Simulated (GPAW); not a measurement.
The system is MgS (Niningerite).

```
S Mg
1.0
     0.00000    2.60165    2.60165
     2.60165    0.00000    2.60165
     2.60165    2.60165    0.00000
S Mg
1 1
Direct
  0.50000 0.50000 0.50000
  0.00000 0.00000 0.00000
```

Base run:

* Program: GPAW 26.7.0
* Functional: PBEsol
* Potentials or basis: PAW data sets generated in the run's folder for this functional
* Cutoff: 800 eV
* Basis: pw
* k mesh: 9 × 9 × 9
* Occupations: gaussian, width 0.02 eV
* Spin: no spin polarisation

Its results: band gap on the k mesh 2.84 eV, indirect (least direct gap 3.60 eV); pressure -0.9 GPa.

The run is repeated on the same cell with these changes: occupations from gaussian, width 0.02 eV to gaussian, width 0.1 eV; dispersion from none to D3(BJ). What comes out?

Band gap on the k mesh 2.84 eV, indirect (least direct gap 3.60 eV); pressure -3.7 GPa.

Caveats: an odd mesh through Γ misses points on the zone boundary, where band edges often lie (some runs); the mesh misses the band edges, which the band path finds closer together (some runs).
